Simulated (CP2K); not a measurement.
GaSb:

```xyz
2
Lattice="4.3261 0.0000 0.0000 2.1630 3.7465 0.0000 2.1630 1.2488 3.5322" Properties=species:S:1:pos:R:3 pbc="T T T"
Sb    6.4891    3.7465    2.6492
Ga    0.0000    0.0000    0.0000
```

Base run:

```yaml
Program: CP2K 2026.2
Functional: PBE
Potentials_or_basis: POTENTIAL_UZH Sb GTH-PBE-q5, Ga GTH-PBE-q13; TZVP-MOLOPT-PBE-GTH basis
Density_cutoff: 9184 eV
k_mesh: 8 × 8 × 8
Occupations: fermi-dirac, width 0.05 eV
Spin: no spin polarisation
```

Its results: band gap on the k mesh 0.08 eV, direct; pressure 3.0 GPa.

Question: The run is repeated on the same cell with these changes: functional from PBE to PBEsol. What comes out?

Answer: Band gap on the k mesh none (metal or under the smearing width); pressure 1.3 GPa.

PBEsol binds more tightly than PBE, so the same cell stands under less pressure.

Caveats: spin-orbit coupling is left out, which moves the levels of the heavy elements; the basis of atomic orbitals isn't converged, which shifts pressures, moduli and gaps; the potentials were made for another functional, which shifts forces and pressure (some runs).
